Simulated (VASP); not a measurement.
VASP ran on this input.

POSCAR:
```
GeO2
1
    4.3339157919     0.0000000000     0.0000000000
    0.0000000000     4.3339157919     0.0000000000
    0.0000000000     0.0000000000     2.8283184553
Ge O
2 4
Direct
  0.0000000000   0.0000000000   0.0000000000
  0.5000000000   0.5000000000   0.5000000000
  0.3062297162   0.3062297162   0.0000000000
  0.8062297162   0.1937702838   0.5000000000
  0.1937702838   0.8062297162   0.5000000000
  0.6937702838   0.6937702838   0.0000000000
```

**INCAR**
```
SYSTEM = GeO2
PREC = Accurate
ENCUT = 520
EDIFF = 1E-7
NELM = 100
ALGO = Normal
LREAL = .FALSE.
LASPH = .TRUE.
ISMEAR = 0
SIGMA = 0.05
GGA = PS
LMAXMIX = 4
LWAVE = .FALSE.
LCHARG = .FALSE.
ISIF = 4
IBRION = 2
NSW = 30
EDIFFG = -0.01
```

**KPOINTS**
```
K-points
0
Gamma
  5 5 8
```

POTCAR, in this order: Ge_d O (PBE.64 set). Program: vasp_std.

**Question.** Translate this PBEsol calculation to Quantum ESPRESSO's pw.x.

**Answer.** One equivalent input (not run):
```
&CONTROL
  calculation = 'vc-relax'
  pseudo_dir = './pseudo'
  outdir = './out'
  tprnfor = .true.
  tstress = .true.
  nstep = 30
  forc_conv_thr = 0.00039
/
&SYSTEM
  ibrav = 0
  nat = 6
  ntyp = 2
  ecutwfc = 84
  occupations = 'smearing'
  smearing = 'gaussian'
  degauss = 0.003675
  input_dft = 'pbesol'
/
&ELECTRONS
  conv_thr = 7.3e-09
  electron_maxstep = 100
/
&IONS
/
&CELL
  cell_dofree = 'shape'
/
ATOMIC_SPECIES
  Ge 72.630 Ge.upf
  O 15.999 O.upf
CELL_PARAMETERS angstrom
     4.3339158    0.0000000    0.0000000
     0.0000000    4.3339158    0.0000000
     0.0000000    0.0000000    2.8283185
ATOMIC_POSITIONS crystal
  Ge   0.0000000  0.0000000  0.0000000
  Ge   0.5000000  0.5000000  0.5000000
  O    0.3062297  0.3062297  0.0000000
  O    0.8062297  0.1937703  0.5000000
  O    0.1937703  0.8062297  0.5000000
  O    0.6937703  0.6937703  0.0000000
K_POINTS automatic
  5 5 8 0 0 0
```
Limits of the translation: the potentials are each code's own (VASP's PAW set, PseudoDojo norm-conserving files in pw.x), so ENCUT and ecutwfc are chosen apart and not converted; conv_thr bounds pw.x's estimated SCF error, while EDIFF bounds the energy change between steps; forc_conv_thr acts on force components and is met together with etot_conv_thr.

The compound is GeO2 in the rutile structure. This cell is one point of a volume scan, at 0.94 of the reference volume. Symmetry was kept, so distortions that lower it aren't found.
